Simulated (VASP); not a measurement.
Here is a VASP 6.6.1 calculation.

Contents of INCAR:

```
SYSTEM = TaAs
PREC = Accurate
ENCUT = 520
EDIFF = 1E-6
ISMEAR = 0
SIGMA = 0.02
LREAL = .False.
LASPH = .True.
NELM = 80
ALGO = Fast
ISIF = 2
LWAVE = .False.
LCHARG = .True.
GGA = CA
LELF = .True.
```

File KPOINTS:

```
regular mesh
0
Gamma
  11 11 11
  0 0 0
```

POSCAR

```
TaAs
1.0
   -1.7218133622      1.7218133622      5.8679415361
    1.7218133622     -1.7218133622      5.8679415361
    1.7218133622      1.7218133622     -5.8679415361
Ta As
2 2
Direct
    0.4999673000      0.4999673000      0.0000000000
    0.2499673000      0.7499673000      0.5000000000
    0.0826321200      0.0826321200      0.0000000000
    0.8326321200      0.3326321200      0.5000000000
```

Potentials or basis: VASP PAW LDA potentials, release 64 (Ta_pv, As).

Command:

```sh
$ cat potpaw_LDA.64/Ta_pv/POTCAR potpaw_LDA.64/As/POTCAR > POTCAR
$ mpirun -np 1 vasp_std > vasp.out
```

What does it give for the pressure?

-6.6 GPa.

What does it give for the largest force?

0.023 eV/Å.

Forces on the atoms (eV/Å):
```
Ta   0.000  0.000  0.023
Ta   0.000  0.000  0.023
As   0.000  0.000 -0.023
As   0.000  0.000 -0.023
```

Spin-orbit coupling is left out, which matters for the levels of Ta.
